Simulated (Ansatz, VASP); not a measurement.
One calculation of AlNi, two programs

The input INCAR:

```
PREC = Accurate
ENCUT = 520
EDIFF = 1E-6
ISMEAR = 0
SIGMA = 0.1
LREAL = False
LASPH = True
NELM = 100
ALGO = Normal
ISIF = 2
LWAVE = False
LCHARG = False
GGA = PS
NBANDS = 14
```

KPOINTS

```
regular mesh
0
Gamma
  14 14 14
```

File POSCAR:

```
AlNi
1.0
    2.8586048674      0.0000000000      0.0000000000
    0.0000000000      2.8586048674      0.0000000000
    0.0000000000      0.0000000000      2.8981029747
Al Ni
1 1
Direct
    0.0000000000      0.0000000000      0.0000000000
    0.5000000000      0.5000000000      0.5000000000
```

Input for Ansatz:

```yaml
crystal:
  lattice:
    - [2.8586048674, 0.0, 0.0]
    - [0.0, 2.8586048674, 0.0]
    - [0.0, 0.0, 2.8981029747]
  atoms:
    - { symbol: Al, position: [0.0, 0.0, 0.0] }
    - { symbol: Ni, position: [0.5, 0.5, 0.5] }
basis:
  ecutwfc: 420
kpoints:
  mp_grid: { grid: [14, 14, 14] }
hamiltonian:
  xc: pbesol
scf:
  occupations: { method: gaussian, width: 0.1 }
output:
  forces: true
  stress: true
  eigenvalues: true
```

Change from the starting cell: strain along c alone, the other axes held, atoms relaxed: +1.0 %.

Alike in both runs: task single point; functional PBEsol; k mesh 14 × 14 × 14; occupations gaussian, width 0.1 eV; no spin polarisation.

```csv
,VASP,Ansatz
version,VASP 6.6.1,Ansatz 0.2.0
potentials or method,"VASP PAW PBE potentials, release 64 (Al, Ni)","scalar-relativistic, plane waves, PAW"
plane-wave cutoff (eV),520,420
valence electrons in the cell,13,21
```

|  | VASP | Ansatz | Ansatz less VASP |
| --- | --- | --- | --- |
| gap on the k mesh at the Fermi level (eV) | none | none | - |
| pressure (GPa) | -1.5 | -1.7 | -0.11 |
| largest component of the traceless stress (GPa) | 0.61 | 0.59 | -0.021 |

A gap of «none» marks a metal or a gap that the smearing closes. The functional is the same, so the differences come from potentials, cutoffs and numerics. The two sets of potentials don't hold the same shells in valence.

Caveats: the PAW data sets were made with another functional, which shifts forces and pressure a little (VASP). Spin polarisation is off, so any magnetic state and its effect on volume and gap are missing.
